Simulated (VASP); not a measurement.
Data:

```xyz
3
Lattice="0.0000 2.8385 2.8385 2.8385 0.0000 2.8385 2.8385 2.8385 0.0000" Properties=species:S:1:pos:R:3 pbc="T T T"
Sr     0.0000     0.0000     0.0000
F      1.4192     1.4192     1.4192
F      4.2577     4.2577     4.2577
```

Method: LDA (Ceperley-Alder, Perdew-Zunger), VASP's LDA PAW potentials (set 64) (plane waves; VASP 6.6.1). Settings: 520 eV cut-off, Gaussian smearing of 0.050 eV, potentials Sr_sv F.

Task: Give the energies of bands 7 to 14 at the high-symmetry points, in eV from the valence-band maximum.

Result: 
| band | Γ | X | U | L | W |
|---|---|---|---|---|---|
| 7 | -1.94 | -2.29 | -1.97 | -1.39 | -1.85 |
| 8 | -1.94 | -0.94 | -1.15 | -1.39 | -1.41 |
| 9 | -1.94 | -0.94 | -0.89 | -1.00 | -0.66 |
| 10 | -0.10 | -0.33 | -0.59 | -0.77 | -0.66 |
| 11 | -0.10 | -0.33 | -0.25 | -0.44 | -0.26 |
| 12 | -0.10 | 0.00 | -0.09 | -0.44 | -0.08 |
| 13 | 6.89 | 8.02 | 8.31 | 10.15 | 8.36 |
| 14 | 10.17 | 10.43 | 10.69 | 10.31 | 10.99 |

The gap is indirect, 6.89 eV, from the valence maximum at X to the conduction minimum at Γ.

Measured: gap 11.10 eV (computed value off by -4.21 eV), as given by Andrés Aguado et al., Journal of the Physical Society of Japan (1999), arXiv:cond-mat/9901145.

The compound is SrF2 in the fluorite structure. It was relaxed first, which changed the volume by -6 %.
